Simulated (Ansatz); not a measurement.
**Quadrupolar parameters in GaN**

The cell is a COD entry whose atoms were relaxed with PBE, the cell held.

```yaml
crystal:
  lattice:
    - [3.18000, 0.00000, 0.00000]
    - [-1.59000, 2.75396, 0.00000]
    - [0.00000, 0.00000, 5.16600]
  atoms:
    - { symbol: Ga, position: [0.33333, 0.66667, 0.00394] }
    - { symbol: Ga, position: [0.66667, 0.33333, 0.50394] }
    - { symbol: N, position: [0.33333, 0.66667, 0.38106] }
    - { symbol: N, position: [0.66667, 0.33333, 0.88106] }
```

Sites (sets of like atoms) are named by element and the number of their first atom in this list.

Level of theory: DFT, r2SCAN, plane waves and PAW, scalar-relativistic, 500 eV cutoff, Γ-centred 11×11×6 k-points, Fermi–Dirac smearing 0.02 eV (Ansatz 0.2.0).

C_Q = eQV_zz/h, which is 24.18 MHz for Q = 1 b and V_zz = 10²¹ V/m²; η = (V_xx − V_yy)/V_zz. ν_Q = 3|C_Q|/[2I(2I − 1)].

⁶⁹Ga: I = 3/2, Q = 171.0 mb; N-14: I = 1, Q = 20.44 mb. Nuclear quadrupole moments: year-2017 set (Pyykkö).

```csv
site,atoms (order as listed),first shell,C_Q (MHz),η,ν_Q (MHz)
Ga,"1, 2",4 N at 1.94–1.95 Å,1.93,0.00,0.966
N,"3, 4",4 Ga at 1.94–1.95 Å,0.018,0.00,0.027
```

An axis of threefold or higher order runs through Ga and N, so V_zz lies along it and η is zero.
